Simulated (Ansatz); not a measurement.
# GaP: how settings move the results

An exercise on one series of results from a longer session: the logs are not shown, and one member is left open.

Computed with Ansatz 0.2.0 (DFT PBE, scalar-relativistic, plane waves, PAW, unless a step's input says otherwise).

1 further run of the same task is left out (set aside as unsound or not needed).

## The system as given

It takes space group R-3m (No. 166, trigonal). The conventional cell has a = 3.886 Å, b = 3.886 Å, c = 19.292 Å, α = 90.00°, β = 90.00°, γ = 120.00°. Around Ga (site symmetry 3m) lie 3 P at 2.40 Å and 1 Ga at 2.49 Å. P (site symmetry 3m) is surrounded by 1 P at 2.21 Å and 3 Ga at 2.40 Å.

Coordinates:

```
CELL_PARAMETERS angstrom
1.94302 1.12180 6.43081
-1.94302 1.12180 6.43081
0.00000 -2.24360 6.43081
ATOMIC_POSITIONS crystal
Ga 0.43537 0.43537 0.43537
Ga 0.56463 0.56463 0.56463
P 0.05739 0.05739 0.05739
P 0.94261 0.94261 0.94261
```

The structure comes from the Materials Project (structure only); it is used as listed.

## The base input

Input file input.yaml:

```yaml
crystal:
  lattice:
    - [1.9430151755, 1.1218003346, 6.4308101003]
    - [-1.9430151755, 1.1218003346, 6.4308101003]
    - [0.0, -2.2436006692, 6.4308101003]
  atoms:
    - { symbol: Ga, position: [0.435372, 0.435372, 0.435372] }
    - { symbol: Ga, position: [0.564628, 0.564628, 0.564628] }
    - { symbol: P, position: [0.057389, 0.057389, 0.057389] }
    - { symbol: P, position: [0.942611, 0.942611, 0.942611] }
basis:
  ecutwfc: 420
kpoints:
  mp_grid: { grid: [12, 12, 12] }
hamiltonian:
  xc: pbe
scf:
  occupations: { method: gaussian, width: 0.02 }
output:
  forces: true
  stress: true
  eigenvalues: true
  populations: true
  write_density: true
  write_potential: true
  elf: true
  volumetric_format: npy
```

Its results, from an earlier run: -2269.6490 eV/atom at zero smearing, pressure 0.04 GPa, largest force 0.055 eV/Å, gap on the mesh 0.83 eV, in 7 SCF cycles and 16 s.

The first run:

Input file input.yaml:

```yaml
crystal:
  lattice:
    - [1.9430151755, 1.1218003346, 6.4308101003]
    - [-1.9430151755, 1.1218003346, 6.4308101003]
    - [0.0, -2.2436006692, 6.4308101003]
  atoms:
    - { symbol: Ga, position: [0.435372, 0.435372, 0.435372] }
    - { symbol: Ga, position: [0.564628, 0.564628, 0.564628] }
    - { symbol: P, position: [0.057389, 0.057389, 0.057389] }
    - { symbol: P, position: [0.942611, 0.942611, 0.942611] }
basis:
  ecutwfc: 150
kpoints:
  mp_grid: { grid: [12, 12, 12] }
hamiltonian:
  xc: pbe
scf:
  occupations: { method: gaussian, width: 0.02 }
output:
  forces: true
  stress: true
  eigenvalues: true
```

The run is started by

```sh
> ansatz run input.yaml --threads 1 --pin off --max-ram 2560MiB --backend cpu --events-out ev --progress --plain --runs-dir out
```

Steps of the session up to this table: Plane-wave cutoff: 150 eV; Plane-wave cutoff set to 200 eV; Plane-wave cutoff set to 250 eV; Plane-wave cutoff set to 300 eV; Plane-wave cutoff: 350 eV; Plane-wave cutoff: 380 eV; Plane-wave cutoff: 460 eV; Plane-wave cutoff set to 520 eV; Plane-wave cutoff: 600 eV; Plane-wave cutoff set to 700 eV; Plane-wave cutoff: 850 eV.

One of the session's tables, all rows but one given; the rest of the session is left out.

| cutoff (eV) | ΔE (meV/atom) | pressure (GPa) | largest change of a force component (eV/Å) | gap on the mesh (eV) |
| --- | --- | --- | --- | --- |
| 150 | 19394 | -3.73 | 0.596 | 0.860 |
| 200 | 4385 | -0.58 | 0.187 | 1.014 |
| 250 | 711 | 0.37 | 0.058 | 0.851 |
| 300 | 80.1 | 0.08 | 0.012 | 0.841 |
| 350 | 7.63 | 0.08 | 0.003 | 0.831 |
| 380 | ? | ? | ? | ? |
| 420 | 1.07 | 0.04 | 0.000 | 0.830 |
| 460 | 0.55 | 0.04 | 0.000 | 0.830 |
| 520 | 0.16 | 0.04 | 0.000 | 0.830 |
| 600 | 0.05 | 0.04 | 0.000 | 0.830 |
| 700 | 0.03 | 0.04 | 0.000 | 0.830 |
| 850 | 0.00 | 0.04 | 0.000 | 0.830 |

Q: Estimate the row for cutoff (eV) = 380 from the others.

Worked estimate for «ΔE (meV/atom)». A straight line through the neighbours (350, 7.63) and (420, 1.07) gives 7.63 + (1.07 − 7.63) × (380 − 350) / (420 − 350) = 4.82; a parabola fitted to 4 rows on both sides gives -2.62.

The run gave: ΔE (meV/atom): 2.41; pressure (GPa): 0.06; largest change of a force component (eV/Å): 0.001; gap on the mesh (eV): 0.830. In «ΔE (meV/atom)» the line misses by +2.41 and the parabola by -5.03. Between these rows the values bend or scatter more than so simple an estimate can follow.

Limits of these values: The settings are coarse, so take the values as rough. Warnings in the runs' records: cutoff below recommended.
